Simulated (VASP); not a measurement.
# CaO (F-43m) in VASP: further runs, part 2 of 2

VASP 6.6.1.

**3. Single point, r2SCAN (shear_111 strain -4.0%)**

Contents of INCAR:

```
PREC = Accurate
ENCUT = 520
EDIFF = 1E-6
ISMEAR = 0
SIGMA = 0.01
LREAL = F
LASPH = T
NELM = 100
ALGO = Normal
ISIF = 2
LWAVE = F
LCHARG = F
METAGGA = R2SCAN
LMIXTAU = T
NBANDS = 15
```

Contents of KPOINTS:

```
regular mesh
0
Gamma
  8 8 8
```

Contents of POSCAR:

```
CaO
1.0
   -0.0695128464      2.5372188926      2.5372188926
    2.5372188926     -0.0695128464      2.5372188926
    2.5372188926      2.5372188926     -0.0695128464
Ca O
1 1
Direct
   -0.0028848282     -0.0028848282     -0.0028848282
    0.2528848282      0.2528848282      0.2528848282
```

Potentials or basis: VASP PAW PBE potentials, release 64 (Ca_sv, O).

On the command line:

```
cat potpaw_PBE.64/Ca_sv/POTCAR potpaw_PBE.64/O/POTCAR > POTCAR
mpirun -np 1 vasp_std > vasp.out
```

OUTCAR:

```text
PREC = Accurate
   ENCUT = 520
   EDIFF = 1E-6
   ISMEAR = 0
   LREAL = F
   LASPH = T
   NELM = 100
   ISIF = 2
   METAGGA = R2SCAN

 ion  position               nearest neighbor table
   1  0.997  0.997  0.997-   2 2.22   2 2.23   2 2.23   2 2.23
   2  0.253  0.253  0.253-   1 2.22   1 2.23   1 2.23   1 2.23

  LATTYP: Found a trigonal (rhomboedric) cell.
 ALAT       =     3.5888426343
 COS(alpha) =     0.4724254361

  Lattice vectors:

 A1 = (  -0.0695128464,   2.5372188926,   2.5372188926)
 A2 = (   2.5372188926,  -0.0695128464,   2.5372188926)
 A3 = (   2.5372188926,   2.5372188926,  -0.0695128464)

Analysis of symmetry for initial positions (statically):
=====================================================================
 Subroutine PRICEL returns:
 Original cell was already a primitive cell.

 Routine SETGRP: Setting up the symmetry group for a
 trigonal (rhombohedral) supercell.

 Subroutine GETGRP returns: Found  6 space group operations
 (whereof  6 operations were pure point group operations)
 out of a pool of 12 trial point group operations.
[... 175 lines left out ...]
      3     -18.1060      2.00000
      4     -18.1060      2.00000
      5     -15.4769      2.00000
      6      -0.4087      2.00000
      7      -0.4087      2.00000
      8      -0.2548      2.00000
      9       4.2113      0.00000
     10       9.1360      0.00000
     11       9.1360      0.00000
     12      10.8601      0.00000
     13      10.9017      0.00000
     14      10.9017      0.00000
[... 401 lines left out ...]
      2     -18.7846      2.00000
      3     -18.2070      2.00000
      4     -18.1404      2.00000
      5     -14.8112      2.00000
      6      -0.7482      2.00000
      7      -0.1643      2.00000
      8      -0.1363      2.00000
      9       6.4925      0.00000
     10       8.2471      0.00000
     11       8.8712      0.00000
     12      10.2747      0.00000
     13      11.0739      0.00000
     14      11.2233      0.00000
     15      14.0631      0.00000

 [... further k-points ...]

------------------------ aborting loop because EDIFF is reached ----------------------------------------

  FORCE on cell =-STRESS in cart. coord.  units (eV):
  Direction    XX          YY          ZZ          XY          YZ          ZX
  --------------------------------------------------------------------------------------
  -------------------------------------------------------------------------------------
  Total        0.9615040      0.9615040      0.9615040      0.1786323      0.1786323      0.1786323
  in kB       45.2972098     45.2972098     45.2972098      8.4155059      8.4155059      8.4155059
  external PRESSURE =      45.2972098 kB  Pullay stress =       0.0000000 kB

 VOLUME and BASIS-vectors are now :
 -----------------------------------------------------------------------------
  energy-cutoff  :      520.00
  volume of cell :       34.01
      direct lattice vectors                 reciprocal lattice vectors
    -0.069512846  2.537218893  2.537218893    -0.189147026  0.194475111  0.194475111
     2.537218893 -0.069512846  2.537218893     0.194475111 -0.189147026  0.194475111
     2.537218893  2.537218893 -0.069512846     0.194475111  0.194475111 -0.189147026

 POSITION                                       TOTAL-FORCE (eV/Angst)
 -----------------------------------------------------------------------------------
      4.99049      4.99049      4.99049        -0.007123     -0.007123     -0.007123
      1.26567      1.26567      1.26567         0.007123      0.007123      0.007123
 -----------------------------------------------------------------------------------
    total drift:                                0.000722      0.000722      0.000722

  FREE ENERGIE OF THE ION-ELECTRON SYSTEM (eV)
  ---------------------------------------------------
  free  energy   TOTEN  =       -18.9075246140 eV

  energy  without entropy=      -18.9075246140  energy(sigma->0) =      -18.90752461
```

Wall time 4 min (1 thread of Intel Xeon Platinum 8259CL at 2.50GHz (Skylake/Cascade Lake), shared host); peak memory 0.19 GiB.

Results:

```yaml
Free_energy: -18.9075 eV
Pressure: 4.5 GPa
Largest_force: 0.012 eV/Å
Band_gap_on_the_k_mesh: 3.85 eV, indirect (least direct gap 4.47 eV)
```

Forces in eV/Å, atoms in the order of the input:
```
Ca  -0.007 -0.007 -0.007
O    0.007  0.007  0.007
```

Levels at points of the mesh, in eV from the valence-band top:
| k point | band 5 | band 6 | band 7 | band 8 | band 9 | band 10 | band 11 | band 12 |
| --- | --- | --- | --- | --- | --- | --- | --- | --- |
| (0.00, 0.00, 0.00) | -15.83 | -0.77 | -0.77 | -0.61 | 3.85 | 8.78 | 8.78 | 10.50 |
| (0.50, 0.00, 0.00) | -14.97 | -1.07 | -0.42 | -0.40 | 6.67 | 8.39 | 8.75 | 9.23 |
| (0.50, 0.50, 0.00) | -14.75 | -1.53 | -0.05 | 0.00 | 5.40 | 7.32 | 9.93 | 10.26 |
| (0.50, 0.50, 0.50) | -15.05 | -0.95 | -0.50 | -0.50 | 6.74 | 8.70 | 8.70 | 9.07 |

Caveat: the PAW data sets were made with another functional, which shifts forces and pressure a little.

**4. Single point, r2SCAN**

Contents of INCAR:

```
SYSTEM = CaO
ALGO = Normal
EDIFF = 1E-7
ENCUT = 520
ISIF = 2
ISMEAR = 0
LASPH = .True.
LCHARG = .False.
LMIXTAU = .True.
LREAL = .False.
LWAVE = .False.
METAGGA = R2SCAN
NBANDS = 15
NELM = 80
PREC = Accurate
SIGMA = 0.01
```

Contents of KPOINTS:

```
k-points
0
Gamma
  8 8 8
  0 0 0
```

Contents of POSCAR:

```
CaO
1.0
    0.0000000000      2.6067317390      2.6067317390
    2.6067317390      0.0000000000      2.6067317390
    2.6067317390      2.6067317390      0.0000000000
Ca O
1 1
Direct
    0.0000000000      0.0000000000      0.0000000000
    0.2500000000      0.2500000000      0.2500000000
```

On the command line:

```
cat potpaw_PBE.64/Ca_sv/POTCAR potpaw_PBE.64/O/POTCAR > POTCAR
mpirun -np 1 vasp_std > vasp.out
```

Run time: 2.4 min. Hardware: 1 thread of Intel Xeon Platinum 8259CL at 2.50GHz (Skylake/Cascade Lake), shared host; peak memory 0.17 GiB.

Results (log left out):

```yaml
Free_energy: -18.9402 eV
Pressure: 0.9 GPa
Band_gap_on_the_k_mesh: 3.73 eV, indirect (least direct gap 4.36 eV)
```

Levels at points of the mesh, in eV from the valence-band top:
```tsv
k point	band 5	band 6	band 7	band 8	band 9	band 10	band 11	band 12
(0.00, 0.00, 0.00)	-15.75	-0.62	-0.62	-0.62	3.73	8.65	8.65	10.29
(0.50, 0.00, 0.00)	-15.03	-0.99	-0.36	-0.36	6.58	8.53	8.53	8.82
(0.50, 0.50, 0.00)	-14.81	-1.42	0.00	0.00	5.34	7.21	9.74	10.04
```

Caveat: the PAW data sets were made with another functional, which shifts forces and pressure a little. r2SCAN opens gaps a little over a GGA but as a rule still falls short of measured ones.

**5. The runs side by side**

```tsv
level	cell	smearing	gap on the mesh (eV)	pressure (GPa)
PBE	as given	fermi-dirac 0.02 eV	3.33	1.8
r2SCAN	shear_111 strain -4.0%	gaussian 0.01 eV	3.85	4.5
r2SCAN	as given	gaussian 0.01 eV	3.73	0.9
```

Alike in all rows: task single point; potentials or basis VASP PAW PBE potentials, release 64 (Ca_sv, O); no spin polarisation; k mesh 8 × 8 × 8; cutoff (eV) 520.

Caveats: the PAW data sets were made with another functional, which shifts forces and pressure a little (some runs).

Absolute energies hang on the potentials; compare differences alone.
